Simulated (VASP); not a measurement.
Set up this calculation in VASP 6.6.1, as the native input.

* Task: single point
* Functional: PBEsol
* Potentials or basis: VASP PAW PBE potentials, release 64 (V_sv)
* Cutoff: 520 eV
* k mesh: 24 × 24 × 24
* Occupations: gaussian, width 0.15 eV
* Spin: no spin polarisation
* Dipole correction: no
* Further INCAR settings: ALGO = Fast; EDIFF = 1e-06; NBANDS = 12

The structure of V lies in POSCAR:

```
V
1.0
   -1.8599193884      1.5320308640      1.5320308640
    1.5320308640     -1.8599193884      1.5320308640
    1.5320308640      1.5320308640     -1.8599193884
V
1
Direct
    0.0000000000      0.0000000000      0.0000000000
```

This isn't the form of V at room conditions, which is bcc.

One way to write it, as run:

INCAR

```
ALGO = Fast
EDIFF = 1E-6
ENCUT = 520
GGA = PS
ISIF = 2
ISMEAR = 0
LASPH = True
LCHARG = True
LELF = True
LREAL = False
LVHAR = True
LWAVE = False
NBANDS = 12
NELM = 100
PREC = Accurate
SIGMA = 0.15
```

KPOINTS

```
k-points
0
Gamma
  24 24 24
```

Potentials or basis: VASP PAW PBE potentials, release 64 (V_sv).

Run with:

```bash
$ cat potpaw_PBE.64/V_sv/POTCAR > POTCAR
$ mpirun -np 1 vasp_std > vasp.out
```

It gave:

The pressure is -3.0 GPa and the band gap on the k mesh is none (metal or under the smearing width).

Caveat: the PAW data sets were made with another functional, which shifts forces and pressure a little.

Run time: 3.5 min on 1 thread of Intel(R) Xeon(R) Platinum 8259CL CPU @ 2.50GHz (Skylake/Cascade Lake), with other jobs on the host, peak memory 0.32 GiB.
